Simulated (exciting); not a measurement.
A run of exciting (release sodium) is set up as follows.

The input input.xml:

```xml
<input>
  <title>Si</title>
  <structure speciespath="./" tshift="false">
    <crystal scale="1">
      <basevect>0.034566870272 4.901700123431 5.120832764842</basevect>
      <basevect>5.348185714896 -0.148388854210 5.303788489324</basevect>
      <basevect>5.184061111246 4.920533133989 0.015733859714</basevect>
    </crystal>
    <species speciesfile="Si.xml" rmt="2">
      <atom coord="0.500000000000 0.500000000000 0.500000000000"/>
      <atom coord="0.750000000000 0.750000000000 0.750000000000"/>
    </species>
  </structure>
  <groundstate do="fromscratch" ngridk="8 8 8" rgkmax="7.5" gmaxvr="14" lmaxapw="10" lmaxmat="10" lmaxvr="8" xctype="LDA_PW" stype="Fermi Dirac" swidth="0.00183747" nempty="10" ValenceRelativity="iora*" epsengy="1e-05" epspot="1e-05" maxscl="60" tforce="true" outputlevel="low"/>
</input>
```

Potentials or basis: all-electron LAPW+lo, shipped species files, valence relativity iora*.

The run is started by

```sh
$ OMP_NUM_THREADS=1 exciting_smp
```

(1) Estimate the largest force.

(2) Estimate the band gap on the k mesh.

Results:

(1) 0.444 eV/Å.

(2) none (metal or under the smearing width).
